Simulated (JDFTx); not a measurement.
# SiS (silylene, thioxo-): solvation with LDA

The system is SiS (silylene, thioxo-), in a box.

```
Si S
1.0
     9.00000    0.00000    0.00000
     0.00000    9.00000    0.00000
     0.00000    0.00000   11.00000
Si S
1 1
Direct
  0.50144 0.50233 0.41539
  0.50144 0.50233 0.59079
```

```yaml
Program: JDFTx 1.7.0 (patched build)
Task: solvation
Functional: LDA
Potentials_or_basis: PseudoDojo-SR-LDA-0.4.1-standard with smoothed tails
Cutoff: 735 eV
Density_cutoff: 2939 eV
k_mesh: 1 × 1 × 1
Occupations: fixed
Spin: no spin polarisation
Check_on_overlapping_cores: none
Liquid_model: LinearPCM
Variant_of_the_liquid_model: GLSSA13
Solvent: octanol
Local_potential_set_to_-Z/r_beyond: 6 bohr
Bands: 5
Density_cutoff_over_wavefunction_cutoff: 4
Max_SCF_steps: 100
SCF_threshold_on_the_energy: 1e-06 Ha
Solver_of_the_electrons: minimize
Further_solve_for_the_empty_bands: no
Start: saved state of an earlier run
```

```
Largest force    : 0.293 eV/Å
Loewdin charges  : Si +0.42; S -0.28 e
Solvation energy : 0.110 eV
```

Forces in eV/Å, atoms in the order of the input:
```
Si   0.000  0.000 -0.277
S    0.000  0.000  0.293
```

It took 11 s on 1 thread of Arm Neoverse V2, with other jobs on the host, peak memory 0.22 GiB.

Caveat: the model isn't fitted for this solvent; forces in the liquid are good to some per cent; the liquid is a continuum model, checked here against plausible ranges alone.
